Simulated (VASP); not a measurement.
Crystal: AlGaN2.

```
Ga Al N
1.0
     3.16689    0.00000    0.00000
    -1.58345    2.74261    0.00000
     0.00000    0.00000    5.07838
Ga Al N
1 1 2
Cartesian
  1.5834 0.9142 2.5356
  0.0000 1.8284 5.0748
  1.5834 0.9142 4.4726
  0.0000 1.8284 1.9334
```

The cell comes from a database or a generator and needn't be the stable form of this composition.

| Quantity | Value |
| --- | --- |
| Program | VASP 6.6.1 |
| Task | relaxation of cell and atoms |
| Functional | PBEsol |
| Potentials or basis | VASP PAW PBE potentials, release 64 (Ga_d, Al, N) |
| Cutoff | 600 eV |
| k mesh | 9 × 9 × 5 |
| Occupations | gaussian, width 0.02 eV |
| Spin | no spin polarisation |

At the start: pressure -1.9 GPa; volume 11.03 Å³/atom.

Task: Where does the relaxation end?

Result: Over 8 steps the energy falls by 9.7 meV/atom and the volume is 10.91 Å³/atom (-1.1 %); space group P3m1 (No. 156, to 0.05 Å).

The path:
| step | energy change (eV) | largest force (eV/Å) | pressure (GPa) | volume (Å³) |
| --- | --- | --- | --- | --- |
| 1 | 0.0000 | 0.9361 | -1.87 | 44.11 |
| 2 | -0.0355 | 0.1965 | 1.58 | 43.29 |
| 3 | -0.0370 | 0.1053 | 0.95 | 43.43 |
| 4 | -0.0381 | 0.0609 | -0.67 | 43.79 |
| 5 | -0.0383 | 0.0517 | -0.14 | 43.68 |
| 6 | -0.0383 | 0.0523 | -0.21 | 43.68 |
| 7 | -0.0386 | 0.0218 | -0.08 | 43.66 |
| 8 | -0.0386 | 0.0139 | -0.01 | 43.64 |

Final structure:
```yaml
crystal:
  lattice:
    - [3.14482, 0.00000, 0.00000]
    - [-1.57241, 2.72349, 0.00000]
    - [0.00000, 0.00000, 5.09569]
  atoms:
    - { symbol: Ga, position: [0.66667, 0.33333, 0.50194] }
    - { symbol: Al, position: [0.33333, 0.66667, 0.99950] }
    - { symbol: N, position: [0.66667, 0.33333, 0.88650] }
    - { symbol: N, position: [0.33333, 0.66667, 0.37206] }
```

Caveat: the PAW data sets were made with another functional, which shifts forces and pressure a little.
